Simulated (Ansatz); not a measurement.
`C=C[SiH2]O[SiH3]` + `NC(N)=O` → `NC(=O)N[SiH3]` + `C=C[SiH2]O`  (ligand exchange at the Si–O bond)

Gas-phase electronic energies from Ansatz, PBE0-D4/def2-TZVP geometries. CCSD(T)/CBS is the MP2 limit (def2-TZVPP, def2-QZVPP) plus CCSD(T) − MP2 in def2-TZVPP, frozen cores. Functionals use def2-TZVPP. B3LYP here is the variant with VWN-RPA as its local correlation; programs differ in this. One conformer a species, not always the lowest.

CCSD(T)/CBS gives +52.1 kJ/mol.

Problem. Another level gave +55.9 kJ/mol. Which?
A. ωB97M-V/def2-TZVPP
B. B3LYP/def2-TZVPP
C. PBE-D4/def2-TZVPP
D. HF/def2-TZVPP

Solution. B. B3LYP 55.9, ωB97M-V 51.4, HF/def2-TZVPP 67.3, PBE-D4 46.3 kJ/mol.

Largest T1 diagnostic among the species: 0.014.

From PBE to PBE0 (25 % exact exchange), in def2-TZVPP and without D4, ΔE moves by +3.5 kJ/mol. In def2-TZVPP, CCSD(T) changes the Hartree–Fock value by −15.7 kJ/mol (the triples alone add −2.6 kJ/mol) and MP2 by −16.1 kJ/mol.

CCSD(T)/CBS has its own doubt, a few kJ/mol and more with outer-core shells, so smaller differences from it don't rank the levels.
